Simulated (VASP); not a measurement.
# TiSe2 (P-3m1) in VASP: further runs, part 2 of 2

VASP 6.6.1.

## (5) Phonons, PBE+D3(BJ)

The COD entry that gives the cell may itself be a prediction, so a difference from it is no test against experiment.

Contents of POSCAR:

```
TiSe2
1.0
    3.4835335856     -0.0000000000     -0.0000000000
   -1.7417667929      3.0168285802      0.0000000000
   -0.0000000000     -0.0000000000      5.8570486036
  Ti              Se
     1     2
Direct
     0.0000000000000000    0.0000000000000000    0.0000000000000000
     0.3333333332999970    0.6666666667000030    0.2651999714826247
     0.6666666667000030    0.3333333332999970    0.7348000285173754
```

Contents of INCAR.step1:

```
SYSTEM = TiSe2
  ALGO = Fast
  EDIFF = 1E-8
  EDIFFG = -0.002
  ENCUT = 600
  GGA = PE
  IBRION = 2
  ISIF = 3
  ISMEAR = 1
  IVDW = 12
  KPAR = 2
  LASPH = .TRUE.
  LCHARG = .FALSE.
  LREAL = .FALSE.
  LWAVE = .FALSE.
  NELM = 80
  NSW = 40
  PREC = Accurate
  SIGMA = 0.2
```

Contents of INCAR.step2:

```
SYSTEM = TiSe2
  ALGO = Fast
  EDIFF = 1E-8
  ENCUT = 600
  GGA = PE
  IBRION = 6
  ISIF = 2
  ISMEAR = 1
  IVDW = 12
  KPAR = 2
  LASPH = .TRUE.
  LCHARG = .FALSE.
  LREAL = .FALSE.
  LWAVE = .FALSE.
  NELM = 80
  NFREE = 2
  NSW = 1
  POTIM = 0.015
  PREC = Accurate
  SIGMA = 0.2
```

Contents of KPOINTS:

```
k-points
0
G
  18 18 10
  0 0 0
```

Potentials or basis: VASP PAW PBE potentials, release 64 (Ti_sv, Se).

Run with:

```console
> cat potpaw_PBE.64/Ti_sv/POTCAR potpaw_PBE.64/Se/POTCAR > POTCAR
> cp INCAR.step1 INCAR
> mpirun -np 2 vasp_std > vasp.out
> cp CONTCAR POSCAR
> cp INCAR.step2 INCAR
> mpirun -np 2 vasp_std > vasp.out
```

OUTCAR:

```text
SYSTEM = TiSe2
   EDIFF = 1E-8
   ENCUT = 600
   GGA = PE
   IBRION = 6
   ISIF = 2
   ISMEAR = 1
   IVDW = 12
   LASPH = .TRUE.
   LREAL = .FALSE.
   NELM = 80
   NFREE = 2
   NSW = 1
   POTIM = 0.015
   PREC = Accurate
 IVDW          = 12

 ion  position               nearest neighbor table
   1  0.000  0.000  0.000-   2 2.54   3 2.54   2 2.54   3 2.54   2 2.54   3 2.54
   2  0.333  0.667  0.265-   1 2.54   1 2.54   1 2.54
   3  0.667  0.333  0.735-   1 2.54   1 2.54   1 2.54

  LATTYP: Found a hexagonal cell.
 ALAT       =     3.4822588691
 C/A-ratio  =     1.6854963322

  Lattice vectors:

 A1 = (   3.4822588691,   0.0000000000,   0.0000000000)
 A2 = (  -1.7411294346,   3.0157246433,   0.0000000000)
 A3 = (   0.0000000000,   0.0000000000,   5.8693345517)

Analysis of symmetry for initial positions (statically):
[... 979 lines left out ...]

 [... further k-points ...]

------------------------ aborting loop because EDIFF is reached ----------------------------------------

 Edisp (eV)   -1.34974

 E8    (eV) :    -0.5855
[... 26 lines left out ...]
  FREE ENERGIE OF THE ION-ELECTRON SYSTEM (eV)
  ---------------------------------------------------
  free  energy   TOTEN  =       -19.3593901998 eV

  energy  without entropy=      -19.3598622320  energy(sigma->0) =      -19.35954754

 INTERNAL STRAIN TENSORS FROM DISPLACED ATOMS
 ============================================

 INTERNAL STRAIN TENSOR FOR ION    1 for displacements in x,y,z  (eV/Angst):
          X           Y           Z          XY          YZ          ZX
  --------------------------------------------------------------------------------
  x     0.00000     0.00000     0.00000     0.00000     0.00000     0.00000
  y     0.00000     0.00000     0.00000     0.00000     0.00000     0.00000
  z     0.00000     0.00000     0.00000     0.00000     0.00000     0.00000

 INTERNAL STRAIN TENSOR FOR ION    3 for displacements in x,y,z  (eV/Angst):
          X           Y           Z          XY          YZ          ZX
  --------------------------------------------------------------------------------
  x     0.00000    -0.00000    -0.00000    -2.36699    -0.00000     7.79350
  y    -2.36699     2.36699     0.00000    -0.00000     7.79351    -0.00000
  z    11.24286    11.24286    20.01500    -0.00000    -0.00000    -0.00000

 Eigenvectors and eigenvalues of the dynamical matrix
 ----------------------------------------------------

   1 f  =    9.342620 THz    58.701413 2PiTHz  311.636259 cm-1    38.637954 meV
             X         Y         Z           dx          dy          dz
      0.000000  0.000000  0.000000     0.000000    0.000000   -0.874574
     -0.000000  2.010483  1.554778     0.000000    0.000000    0.342870
      1.741129  1.005242  4.314556    -0.000000   -0.000000    0.342870
[... 43 lines left out ...]
   9 f/i=    0.027227 THz     0.171073 2PiTHz    0.908196 cm-1     0.112602 meV
             X         Y         Z           dx          dy          dz
      0.000000  0.000000  0.000000    -0.000000    0.000000   -0.484892
     -0.000000  2.010483  1.554778    -0.000000    0.000000   -0.618417
      1.741129  1.005242  4.314556    -0.000000    0.000000   -0.618417

 ELASTIC MODULI CONTR FROM IONIC RELAXATION (kBar)
 Direction    XX          YY          ZZ          XY          YZ          ZX
 --------------------------------------------------------------------------------
 XX        -589.3229   -487.0844   -958.1324      0.0000    168.3143     -0.0000
 YY        -487.0844   -589.3229   -958.1324      0.0000   -168.3143      0.0000
 ZZ        -958.1324   -958.1324  -1705.7067      0.0000     -0.0000      0.0000
 XY           0.0000      0.0000      0.0000    -51.1193      0.0000    168.3141
 YZ         168.3143   -168.3143     -0.0000      0.0000   -554.1887      0.0000
 ZX          -0.0000      0.0000      0.0000    168.3141      0.0000   -554.1870
 --------------------------------------------------------------------------------
```

OUTCAR.step1:

```text
SYSTEM = TiSe2
   EDIFF = 1E-8
   EDIFFG = -0.002
   ENCUT = 600
   GGA = PE
   IBRION = 2
   ISIF = 3
   ISMEAR = 1
   IVDW = 12
   LASPH = .TRUE.
   LREAL = .FALSE.
   NELM = 80
   NSW = 40
   PREC = Accurate
 IVDW          = 12
[... 862 lines left out ...]
      4     -28.3663      2.00000
      5      -7.1834      2.00000
      6      -6.9080      2.00000
[... 8 lines left out ...]
     15       7.2093     -0.00000
     16       8.4466     -0.00000

 [... further k-points ...]

------------------------ aborting loop because EDIFF is reached ----------------------------------------

 Edisp (eV)   -1.34993

 E8    (eV) :    -0.5856
[... 26 lines left out ...]
  FREE ENERGIE OF THE ION-ELECTRON SYSTEM (eV)
  ---------------------------------------------------
  free  energy   TOTEN  =       -19.4718009017 eV

  energy  without entropy=      -19.4722352571  energy(sigma->0) =      -19.47194569

 reached required accuracy - stopping structural energy minimisation
```

OSZICAR.step1:

```text
N       E                     dE             d eps       ncg     rms          rms(c)
DAV:   1     0.212961161605E+03    0.21296E+03   -0.12695E+04 10560   0.165E+03
DAV:   2     0.167151702863E+01   -0.21129E+03   -0.20930E+03 11240   0.395E+02
DAV:   3    -0.203339565837E+02   -0.22005E+02   -0.21363E+02 16616   0.109E+02
[... 174 lines left out ...]
RMM:   9    -0.181218742096E+02   -0.52827E-07   -0.55409E-07 10581   0.354E-03    0.940E-04
RMM:  10    -0.181218742155E+02   -0.59622E-08   -0.12173E-07  8272   0.259E-03    0.109E-03
RMM:  11    -0.181218742353E+02   -0.19780E-07   -0.18576E-07  9987   0.266E-03    0.998E-04
RMM:  12    -0.181218742778E+02   -0.42513E-07   -0.11028E-07  9639   0.273E-03    0.316E-04
RMM:  13    -0.181218742940E+02   -0.16168E-07   -0.67514E-08  8831   0.253E-03    0.280E-04
RMM:  14    -0.181218742924E+02    0.15280E-08   -0.30243E-08  8246   0.228E-03
  12 F= -.19471801E+02 E0= -.19471946E+02  d E =-.270322E-05
```

Run time: 1.9 h. Hardware: 2 MPI ranks of AMD EPYC 9R14 (Zen 4), shared host; peak memory 2.8 GiB.

What came out:

```
Relaxed volume                                          : 20.55 Å³/atom
Relaxed cell                                            : a = 3.482 Å, b = 3.482 Å, c = 5.869 Å, α = 90.00°, β = 90.00°, γ = 120.00°
Space group after relaxing (to 0.05 Å)                  : P-3m1 (No. 164)
Highest phonon frequency at Γ, LO-TO splitting left out : 312 cm⁻¹
Dispersion energy per atom                              : -0.450 eV
```

Final structure:
```
CELL_PARAMETERS angstrom
3.48226 0.00000 0.00000
-1.74113 3.01572 0.00000
0.00000 0.00000 5.86933
ATOMIC_POSITIONS crystal
Ti 0.00000 0.00000 0.00000
Se 0.33333 0.66667 0.26490
Se 0.66667 0.33333 0.73510
```

Phonon frequencies in cm⁻¹ (negative: imaginary):
```csv
q point,frequencies
"(0.000, 0.000, 0.000)",-1 0 0 140 140 159 159 205 312
```

## (6) The runs side by side

```tsv
task	level	potentials or basis	spin	cell	k mesh	cutoff (eV)	smearing	k mesh for the DOS	occupations for the DOS	by perturbation theory	pressure (GPa)	largest force (eV/Å)
band structure	LDA	VASP PAW LDA potentials, release 64 (Ti_sv, Se)	off	as given	12 × 12 × 6	520	methfessel-paxton 0.1 eV	-	-	-	-3.0	0.31
band structure	PBE	VASP PAW PBE potentials, release 64 (Ti_sv, Se)	SOC, no magnetisation	as given	12 × 12 × 6	520	methfessel-paxton 0.1 eV	-	-	-	3.6	0.01
density of states	PBE	VASP PAW PBE potentials, release 64 (Ti_sv, Se)	off	as given	12 × 12 × 6	520	methfessel-paxton 0.1 eV	18 × 18 × 9	tetrahedron	-	-	-
phonons	PBE+D3(BJ)	VASP PAW PBE potentials, release 64 (Ti_sv, Se)	off	relaxed	18 × 18 × 10	600	methfessel-paxton 0.2 eV	-	-	no	-	-
```

Total energies depend on the potentials used, so only differences within one code and one set of settings carry meaning.
